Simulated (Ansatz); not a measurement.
**Tc in Ansatz: the effect of functional**

The system is Tc.

```
Tc
1.0
     2.79374    0.00000    0.00000
    -1.39687    2.41945    0.00000
     0.00000    0.00000    4.48426
Tc
2
Direct
  0.66667 0.33333 0.75000
  0.33333 0.66667 0.25000
```

The cell isn't the ideal one: volume scaled by 1.06.

Alike in all runs:

| Item | Value |
| --- | --- |
| Program | Ansatz 0.2.0 |
| Task | single point |
| Potentials or basis | Ansatz PAW earlier set |
| Cutoff | 500 eV (not typed: the program's choice for these potentials) |
| k mesh | 11 × 11 × 6 |
| Occupations | fermi-dirac, width 0.05 eV |
| Spin | no spin polarisation |

Q: One run gave: pressure -13.0 GPa. Which functional did it use?
A. PBE
B. r2SCAN
C. LDA

A: A.

```csv
functional,pressure (GPa)
LDA,-26.5
r2SCAN,-18.0
PBE,-13.0
```

Caveats: the PAW data sets come from PBE, with cores solved anew for the run's functional, which leaves a small shift of forces and pressure (some runs).
